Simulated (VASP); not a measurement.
# Fe (Im-3m) in VASP: a series of runs

The runs below take Fe through relaxation of cell and atoms, vibrations by finite differences, with LDA.

All numbers are computed with VASP 6.6.1; they aren't measurements. Logs are shortened: lines on timing, memory, paths and dates and some standing lists are left out, and cuts for length are marked.

### Step 1. The structure

Symmetry: Im-3m, No. 229, cubic system. The conventional cell has a = 2.886 Å, b = 2.886 Å, c = 2.886 Å, α = 90.00°, β = 90.00°, γ = 90.00°. Fe (site symmetry m-3m) has 8 Fe at 2.50 Å as nearest neighbours.

### Step 2. Relaxation of cell and atoms, LDA, collinear spin, ferromagnetic start

The input, INCAR:

```
SYSTEM = Fe
PREC = Accurate
ENCUT = 520
EDIFF = 1E-7
ISMEAR = 0
SIGMA = 0.1
LREAL = .False.
LASPH = .True.
NELM = 120
ALGO = Normal
ISIF = 3
LWAVE = .False.
LCHARG = .False.
ISPIN = 2
MAGMOM = 2.5
LORBIT = 11
LMAXMIX = 4
GGA = CA
IBRION = 2
NSW = 80
EDIFFG = -0.002
```

The input, KPOINTS:

```
regular mesh
0
Gamma
  20 20 20
  0 0 0
```

The input, POSCAR:

```
Fe
1.0
   -1.4430000000      1.4430000000      1.4430000000
    1.4430000000     -1.4430000000      1.4430000000
    1.4430000000      1.4430000000     -1.4430000000
Fe
1
Direct
    0.0000000000      0.0000000000      0.0000000000
```

Potentials or basis: VASP PAW LDA potentials, release 64 (Fe).

On the command line:

```bash
> cat potpaw_LDA.64/Fe/POTCAR > POTCAR
> mpirun -np 1 vasp_std > vasp.out
```

OUTCAR:

```text
SYSTEM = Fe
   PREC = Accurate
   ENCUT = 520
   EDIFF = 1E-7
   ISMEAR = 0
   LREAL = .False.
   LASPH = .True.
   NELM = 120
   ISIF = 3
   ISPIN = 2
   LORBIT = 11
   GGA = CA
   IBRION = 2
   NSW = 80
   EDIFFG = -0.002

 ion  position               nearest neighbor table
   1  0.000  0.000  0.000-

  LATTYP: Found a body centered cubic cell.
 ALAT       =     2.8860000000

  Lattice vectors:

 A1 = (  -1.4430000000,   1.4430000000,   1.4430000000)
 A2 = (   1.4430000000,  -1.4430000000,   1.4430000000)
 A3 = (   1.4430000000,   1.4430000000,  -1.4430000000)

Analysis of symmetry for initial positions (statically):
=====================================================================
 Subroutine PRICEL returns:
 Original cell was already a primitive cell.

 Routine SETGRP: Setting up the symmetry group for a
 body centered cubic supercell.

 Subroutine GETGRP returns: Found 48 space group operations
 (whereof 48 operations were pure point group operations)
 out of a pool of 48 trial point group operations.

The static configuration has the point symmetry O_h .

Analysis of symmetry for dynamics (positions and initial velocities):
=====================================================================
 Subroutine PRICEL returns:
 Original cell was already a primitive cell.

 Routine SETGRP: Setting up the symmetry group for a
 body centered cubic supercell.

 Subroutine GETGRP returns: Found 48 space group operations
 (whereof 48 operations were pure point group operations)
 out of a pool of 48 trial point group operations.

The dynamic configuration has the point symmetry O_h .

Analysis of structural, dynamic, and magnetic symmetry:
=====================================================================
 Subroutine PRICEL returns:
 Original cell was already a primitive cell.

 Routine SETGRP: Setting up the symmetry group for a
 body centered cubic supercell.

 Subroutine GETGRP returns: Found 48 space group operations
 (whereof 48 operations were pure point group operations)
 out of a pool of 48 trial point group operations.

The overall configuration has the point symmetry O_h .

 Subroutine INISYM returns: Found 48 space group operations
 (whereof 48 operations are pure point group operations),
 and found     1 'primitive' translations

----------------------------------------------------------------------------------------

                                     Primitive cell

  volume of cell :      12.0187

  direct lattice vectors                    reciprocal lattice vectors
    -1.443000000  1.443000000  1.443000000     0.000000000  0.346500347  0.346500347
     1.443000000 -1.443000000  1.443000000     0.346500347  0.000000000  0.346500347
     1.443000000  1.443000000 -1.443000000     0.346500347  0.346500347  0.000000000

  length of vectors
     2.499349315  2.499349315  2.499349315     0.490025489  0.490025489  0.490025489

  position of ions in fractional coordinates (direct lattice)
     0.000000000  0.000000000  0.000000000

  ion indices of the primitive-cell ions
   primitive index   ion index
                 1           1

----------------------------------------------------------------------------------------

 KPOINTS: regular mesh

Automatic generation of k-mesh.
 Grid dimensions read from file:
 generate k-points for:   20   20   20

 Generating k-lattice:

  Cartesian coordinates                     Fractional coordinates (reciprocal lattice)
     0.000000000  0.017325017  0.017325017     0.050000000  0.000000000  0.000000000
     0.017325017  0.000000000  0.017325017     0.000000000  0.050000000  0.000000000
     0.017325017  0.017325017  0.000000000     0.000000000  0.000000000  0.050000000

  Length of vectors
     0.024501274  0.024501274  0.024501274

  Shift w.r.t. Gamma in fractional coordinates (k-lattice)
     0.000000000  0.000000000  0.000000000

 Subroutine IBZKPT returns following result:
 ===========================================

 Found    256 irreducible k-points:

 Following reciprocal coordinates:
            Coordinates               Weight
  0.000000  0.000000  0.000000      1.000000
  0.050000  0.000000  0.000000     12.000000
  0.100000  0.000000  0.000000     12.000000
  0.150000  0.000000  0.000000     12.000000
  0.200000  0.000000  0.000000     12.000000
  0.250000  0.000000  0.000000     12.000000
[... 16 lines left out ...]
  0.200000  0.100000  0.000000     48.000000
  0.250000  0.100000  0.000000     48.000000
 [... further k-points ...]
   k-points           NKPTS =    256   k-points in BZ     NKDIM =    256   number of bands    NBANDS=      9
   number of dos      NEDOS =    301   number of ions     NIONS =      1
   total plane-waves  NPLWV =   8000
   dimension x,y,z NGX =    20 NGY =   20 NGZ =   20
   dimension x,y,z NGXF=    40 NGYF=   40 NGZF=   40
   ions per type =               1
   NGX,Y,Z   is equivalent  to a cutoff of  13.30, 13.30, 13.30 a.u.
   NGXF,Y,Z  is equivalent  to a cutoff of  26.61, 26.61, 26.61 a.u.
 SYSTEM =  Fe
   PREC   = accura    normal or accurate (medium, high low for compatibility)
   ISTART =      0    job   : 0-new  1-cont  2-samecut
   ICHARG =      2    charge: 1-file 2-atom 10-const
   ISPIN  =      2    spin polarized calculation?
   LNONCOLLINEAR =      F non collinear calculations
   LSORBIT =      F    spin-orbit coupling
   LASPH  =      T    aspherical Exc in radial PAW
   ENCUT  =  520.0 eV  38.22 Ry    6.18 a.u.   4.65  4.65  4.65*2*pi/ulx,y,z
   NELM   =    120;   NELMIN=  2; NELMDL= -5     # of ELM steps
   EDIFF  = 0.1E-06   stopping-criterion for ELM
   LREAL  =      F    real-space projection
   EDIFFG = -.2E-02   stopping-criterion for IOM
   NSW    =     80    number of steps for IOM
   IBRION =      2    ionic relax: 0-MD 1-quasi-New 2-CG
   NFREE  =      1    steps in history (QN), initial steepest desc. (CG)
   ISIF   =      3    stress and relaxation
   ISYM   =      2    0-nonsym 1-usesym 2-fastsym
   POTIM  = 0.5000    time-step for ionic-motion
   TEBEG  =    0.0;   TEEND  =   0.0 temperature during run
   PSTRESS=    0.0 pullay stress
   NELECT =       8.0000    total number of electrons
   NUPDOWN=      -1.0000    fix difference up-down
   EMIN   =  10.00;   EMAX   =-10.00  energy-range for DOS
   EFERMI =   0.00;   METHOD = LEGACY
   ISMEAR =     0;   SIGMA  =   0.10  broadening in eV -4-tet -1-fermi 0-gaus
   EFERMI_NEDOS =   21; number of points for ismear=-14 and -15
   IALGO  =     38    algorithm
   IMIX   =      4    mixing-type and parameters
     AMIX     =   0.40;   BMIX     =  1.00
     AMIX_MAG =   1.60;   BMIX_MAG =  1.00
  volume/ion in A,a.u.               =      12.02        81.11
  Fermi-wavevector in a.u.,A,eV,Ry     =   1.429394  2.701162 27.798962  2.043166
  Thomas-Fermi vector in A             =   2.549352
   LORBIT       =     11    0 simple, 1 ext, 2 COOP (PROOUT), +10 PAW based schemes
   GGA     = CA    functional components
   LHFCALC =     F    Hartree Fock is set to
   AEXX    =    0.0000 exact exchange contribution
   IVDW    =     0    specifies the selected vdW correction
   LEPSILON=     F    determine dielectric tensor
   LRPA    =     F    only Hartree local field effects (RPA)
 conjugate gradient relaxation of ions
 spin polarized calculation
 Gauss-broadening in eV      SIGMA  =   0.10
  energy-cutoff  :      520.00
  volume of cell :       12.02
 maximum number of plane-waves:       336
   NGX =  9   NGY =  9   NGZ =  9

--------------------------------------- Ionic step        1  -------------------------------------------

 number of electron       7.9999995 magnetization       2.2303365

 Free energy of the ion-electron system (eV)
  ---------------------------------------------------
  ext. energy  EPLUGINS =         0.00000000
  ---------------------------------------------------
  free energy    TOTEN  =        -9.07211720 eV

  energy without entropy =       -9.06658459  energy(sigma->0) =       -9.06935090

------------------------ aborting loop because EDIFF is reached ----------------------------------------

  FORCE on cell =-STRESS in cart. coord.  units (eV):
  Direction    XX          YY          ZZ          XY          YZ          ZX
  --------------------------------------------------------------------------------------
  -------------------------------------------------------------------------------------
  Total       -1.9284647     -1.9284647     -1.9284647      0.0000000      0.0000000      0.0000000
  in kB     -257.0770470   -257.0770470   -257.0770470      0.0000000      0.0000000      0.0000000
  external PRESSURE =    -257.0770470 kB  Pullay stress =       0.0000000 kB
[... 195 lines left out ...]
  energy  without entropy=       -9.2228961778  energy(sigma->0) =       -9.22525011

--------------------------------------- Ionic step        7  -------------------------------------------

 number of electron       7.9999995 magnetization       1.9740524

 Free energy of the ion-electron system (eV)
  ---------------------------------------------------
  ext. energy  EPLUGINS =         0.00000000
  ---------------------------------------------------
  free energy    TOTEN  =        -9.22765385 eV

  energy without entropy =       -9.22293415  energy(sigma->0) =       -9.22529400

 E-fermi :   6.7294     XC(G=0): -13.9358

 val. band max:        6.7249295393   @ k =  -0.2000   0.3500   0.0500
 cond. band min:       6.7352156214   @ k =  -0.4000  -0.4500   0.1000
 fundamental gap:      0.0102860821
 Fermi energy:         6.7293517406

 spin component 1

 k-point     1 :       0.0000    0.0000    0.0000
  band No.  band energies     occupation
      1      -2.3762      1.00000
      2       4.2254      1.00000
      3       4.2254      1.00000
      4       4.2254      1.00000
      5       5.7820      1.00000
      6       5.7820      1.00000
      7      32.4374      0.00000
      8      32.4374      0.00000
      9      32.4374      0.00000
[... 265 lines left out ...]
 k-point    24 :       0.2500    0.1000    0.0000
  band No.  band energies     occupation
      1       0.9487      1.00000
      2       3.3844      1.00000
      3       3.9240      1.00000
      4       5.5348      1.00000
      5       6.0099      1.00000
      6       6.5544      0.99332
      7      21.2982      0.00000
      8      25.7915      0.00000
      9      29.6840      0.00000

 [... further k-points ...]

 spin component 2

 k-point     1 :       0.0000    0.0000    0.0000
  band No.  band energies     occupation
      1      -1.9959      1.00000
      2       5.8303      1.00000
      3       5.8303      1.00000
      4       5.8303      1.00000
      5       7.8946      0.00000
      6       7.8946      0.00000
      7      32.6164      0.00000
      8      32.6164      0.00000
      9      32.6164      0.00000
[... 265 lines left out ...]
 k-point    24 :       0.2500    0.1000    0.0000
  band No.  band energies     occupation
      1       1.5444      1.00000
      2       4.8750      1.00000
      3       5.2796      1.00000
      4       7.5040      0.00000
      5       8.0884      0.00000
      6       8.2922      0.00000
      7      22.1424      0.00000
      8      26.3656      0.00000
      9      30.3144      0.00000

 [... further k-points ...]
[... 5 lines left out ...]
  --------------------------------------------------------------------------------------
  -------------------------------------------------------------------------------------
  Total       -0.0011781     -0.0011781     -0.0011781      0.0000000     -0.0000000      0.0000000
  in kB       -0.1819228     -0.1819228     -0.1819228      0.0000000     -0.0000000      0.0000000
  external PRESSURE =      -0.1819228 kB  Pullay stress =       0.0000000 kB
[... 16 lines left out ...]
  FREE ENERGIE OF THE ION-ELECTRON SYSTEM (eV)
  ---------------------------------------------------
  free  energy   TOTEN  =        -9.2276538470 eV

  energy  without entropy=       -9.2229341536  energy(sigma->0) =       -9.22529400

 reached required accuracy - stopping structural energy minimisation

 total charge

# of ion       s       p       d       tot
------------------------------------------
    1        0.528   0.620   6.334   7.482

 magnetization (x)

# of ion       s       p       d       tot
------------------------------------------
    1       -0.009  -0.033   1.982   1.940
```

Run time: 2.8 min. Hardware: 1 thread of Intel Xeon Platinum 8259CL at 2.50GHz (Skylake/Cascade Lake), shared host; peak memory 0.18 GiB.

Results:

* Free energy: -9.2277 eV
* Relaxed volume: 10.38 Å³/atom
* Relaxed cell: a = 2.380 Å, b = 2.380 Å, c = 2.380 Å, α = 109.47°, β = 109.47°, γ = 109.47°
* Space group after relaxing (to 0.05 Å): Im-3m (No. 229)
* Energy gained by relaxing: 155.5 meV/atom
* Ionic steps: 7
* Pressure after relaxing: 0.0 GPa
* Band gap on the k mesh: none (metal or under the smearing width)
* Net moment: 1.97 μB per cell
* Site moments: Fe +1.94 μB
* Valence electrons inside the program's atomic spheres: Fe 7.48

Step by step:
```tsv
step	energy change (eV)	largest force (eV/Å)	pressure (GPa)	volume (Å³)
1	0.0000	0.0000	-25.71	12.02
2	0.0410	0.0000	49.60	8.97
3	-0.1554	0.0000	-1.15	10.42
4	-0.1555	0.0000	-0.22	10.38
5	-0.1555	0.0000	0.56	10.35
6	-0.1555	0.0000	-0.58	10.40
7	-0.1555	0.0000	-0.02	10.38
```

Final structure:
```
CELL_PARAMETERS angstrom
-1.37400 1.37400 1.37400
1.37400 -1.37400 1.37400
1.37400 1.37400 -1.37400
ATOMIC_POSITIONS crystal
Fe 0.00000 0.00000 0.00000
```

Levels at points of the mesh, in eV from the Fermi level:
Spin up:
```csv
k point,band 3,band 4,band 5,band 6,band 7,band 8
"(0.00, 0.00, 0.00)",-2.50,-2.50,-0.95,-0.95,25.71,25.71
"(0.50, 0.00, 0.00)",-0.91,-0.71,0.36,0.63,8.18,18.97
"(0.50, 0.50, 0.50)",0.31,0.31,0.31,10.42,10.42,10.42
```
Spin down:
| k point | band 1 | band 2 | band 3 | band 4 | band 5 | band 6 | band 7 | band 8 |
| --- | --- | --- | --- | --- | --- | --- | --- | --- |
| (0.00, 0.00, 0.00) | -8.73 | -0.90 | -0.90 | -0.90 | 1.17 | 1.17 | 25.89 | 25.89 |
| (0.50, 0.00, 0.00) | -4.35 | -2.32 | 0.75 | 1.08 | 1.45 | 2.49 | 9.42 | 19.29 |
| (0.50, 0.50, 0.50) | -3.94 | -3.94 | 2.15 | 2.15 | 2.15 | 10.88 | 10.88 | 10.88 |

Caveat: the volume moved by -14 % from the deposited cell, more than functionals usually miss. Zero-point motion and thermal expansion aren't in these numbers.

### Step 3. Relaxation of cell and atoms, LDA, collinear spin, ferromagnetic start

This run uses another cell than the first one, of 10.38 Å³/atom, 0.863 times its volume.

INCAR is that of step 2.

KPOINTS is that of step 2.

The input, POSCAR:

```
Fe                                      
1.0
   -1.3740025296      1.3740025296      1.3740025296
    1.3740025296     -1.3740025296      1.3740025296
    1.3740025296      1.3740025296     -1.3740025296
  Fe            
     1
Direct
     0.0000000000000000    0.0000000000000000    0.0000000000000000
```

Potentials or basis: VASP PAW LDA potentials, release 64 (Fe).

On the command line:

```bash
> cat potpaw_LDA.64/Fe/POTCAR > POTCAR
> mpirun -np 1 vasp_std > vasp.out
```

Run time: 62 s. Hardware: 1 thread of Intel Xeon Platinum 8259CL at 2.50GHz (Skylake/Cascade Lake), shared host; peak memory 0.16 GiB.

The run converged. Its results:

- Free energy: -9.2273 eV
- Relaxed volume: 10.38 Å³/atom
- Relaxed cell: a = 2.380 Å, b = 2.380 Å, c = 2.380 Å, α = 109.47°, β = 109.47°, γ = 109.47°
- Space group after relaxing (to 0.05 Å): Im-3m (No. 229)
- Energy gained by relaxing: 0.0 meV/atom
- Ionic steps: 3
- Pressure after relaxing: 0.0 GPa
- Band gap on the k mesh: none (metal or under the smearing width)
- Net moment: 1.97 μB per cell
- Site moments: Fe +1.94 μB
- Valence electrons inside the program's atomic spheres: Fe 7.48

Final structure:
```
CELL_PARAMETERS angstrom
-1.37413 1.37413 1.37413
1.37413 -1.37413 1.37413
1.37413 1.37413 -1.37413
ATOMIC_POSITIONS crystal
Fe 0.00000 0.00000 0.00000
```

Levels at points of the mesh, in eV from the Fermi level:
Spin up:
| k point | band 3 | band 4 | band 5 | band 6 | band 7 | band 8 |
| --- | --- | --- | --- | --- | --- | --- |
| (0.00, 0.00, 0.00) | -2.50 | -2.50 | -0.95 | -0.95 | 25.71 | 25.71 |
| (0.50, 0.00, 0.00) | -0.91 | -0.71 | 0.36 | 0.63 | 8.18 | 18.97 |
| (0.50, 0.50, 0.50) | 0.31 | 0.31 | 0.31 | 10.41 | 10.41 | 10.41 |
Spin down:
```csv
k point,band 1,band 2,band 3,band 4,band 5,band 6
"(0.00, 0.00, 0.00)",-8.72,-0.90,-0.90,-0.90,1.17,1.17
"(0.50, 0.00, 0.00)",-4.35,-2.32,0.75,1.08,1.45,2.49
"(0.50, 0.50, 0.50)",-3.94,-3.94,2.15,2.15,2.15,10.88
```

### Step 4. Vibrations by finite differences, LDA, collinear spin, ferromagnetic start

This run uses another cell than the first one, of 10.38 Å³/atom, 0.864 times its volume.

The input, INCAR:

```
PREC = Accurate ; ENCUT = 520
EDIFF = 1E-8 ; ISMEAR = 0
SIGMA = 0.1 ; LREAL = False
LASPH = True ; NELM = 120
ALGO = Normal ; ISIF = 3
LWAVE = False ; LCHARG = False
ISPIN = 2 ; MAGMOM = 2.5
LORBIT = 11 ; LMAXMIX = 4
GGA = CA ; NBANDS = 14
IBRION = 6 ; NFREE = 2
POTIM = 0.015 ; NSW = 1
```

The input, KPOINTS:

```
regular mesh
0
Gamma
  20 20 20
```

The input, POSCAR:

```
Fe                                      
1.0
   -1.3741332990      1.3741332990      1.3741332990
    1.3741332990     -1.3741332990      1.3741332990
    1.3741332990      1.3741332990     -1.3741332990
  Fe            
     1
Direct
     0.0000000000000000    0.0000000000000000    0.0000000000000000
```

On the command line:

```bash
> cat potpaw_LDA.64/Fe/POTCAR > POTCAR
> mpirun -np 1 vasp_std > vasp.out
```

It took 47 min on 1 thread of Intel Xeon Platinum 8259CL at 2.50GHz (Skylake/Cascade Lake), shared host; peak memory 1 GiB.

Results (log left out):

```yaml
Net_moment: 1.97 μB per cell
Site_moments: Fe +1.94 μB
Valence_electrons_inside_the_program's_atomic_spheres: Fe 7.48
Elastic_constants_C11_C12_C44: 362, 202, 152 GPa
Voigt_bulk_modulus: 256 GPa
```

Elastic tensor in Voigt notation (GPa, in the Cartesian axes of the cell as first typed):
```
362 202 202   0   0   0
202 362 202   0   0   0
202 202 362   0   0   0
  0   0   0 152   0   0
  0   0   0   0 152   0
  0   0   0   0   0 152
```

Clamped-ion elastic tensor (GPa):
```
362 202 202   0   0   0
202 362 202   0   0   0
202 202 362   0   0   0
  0   0   0 152   0   0
  0   0   0   0 152   0
  0   0   0   0   0 152
```

Caveat: elastic constants of metals need much finer meshes, so these are rough.
